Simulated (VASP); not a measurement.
Write the native input for VASP 6.6.1 that does the following.

```
Task                   : single point
Functional             : LDA
Potentials or basis    : VASP PAW LDA potentials, release 64 (K_sv, F)
Cutoff                 : 520 eV
k mesh                 : 8 × 8 × 8
Occupations            : gaussian, width 0.05 eV
Spin                   : no spin polarisation
Dipole correction      : no
Further INCAR settings : ALGO = Fast; EDIFF = 1e-07; NBANDS = 15
```

The structure of KF lies in POSCAR:

```
KF
1.0
    0.0000000000      2.6735000000      2.6735000000
    2.6735000000      0.0000000000      2.6735000000
    2.6735000000      2.6735000000      0.0000000000
K F
1 1
Direct
    0.0000000000      0.0000000000      0.0000000000
    0.5000000000      0.5000000000      0.5000000000
```

The input as run:

INCAR

```
SYSTEM = KF
PREC     = Accurate       ! precision mode
ENCUT    = 520            ! plane-wave cutoff, eV
EDIFF    = 1E-7           ! SCF threshold, eV
ISMEAR   = 0              ! smearing method
SIGMA    = 0.05           ! smearing width, eV
LREAL    = .FALSE.        ! projectors in reciprocal space
LASPH    = .TRUE.         ! aspherical terms in the spheres
NELM     = 60             ! most SCF steps
ALGO     = Fast           ! electronic algorithm
ISIF     = 2              ! what is computed and relaxed
LWAVE    = .FALSE.        ! write WAVECAR
LCHARG   = .FALSE.        ! write CHGCAR
NBANDS   = 15             ! bands
```

KPOINTS

```
regular mesh
0
G
  8 8 8
  0 0 0
```

Potentials or basis: VASP PAW LDA potentials, release 64 (K_sv, F).

Launch:

```sh
$ cat potpaw_LDA.64/K_sv/POTCAR potpaw_LDA.64/F/POTCAR > POTCAR
$ mpirun -np 1 vasp_std > vasp.out
```

Results of the run:

* Pressure: -3.5 GPa
* Band gap on the k mesh: 5.78 eV, direct

Wall time 34 s on 1 thread of Intel(R) Xeon(R) Platinum 8375C CPU @ 2.90GHz (Ice Lake) (shared host), peak memory 0.14 GiB.
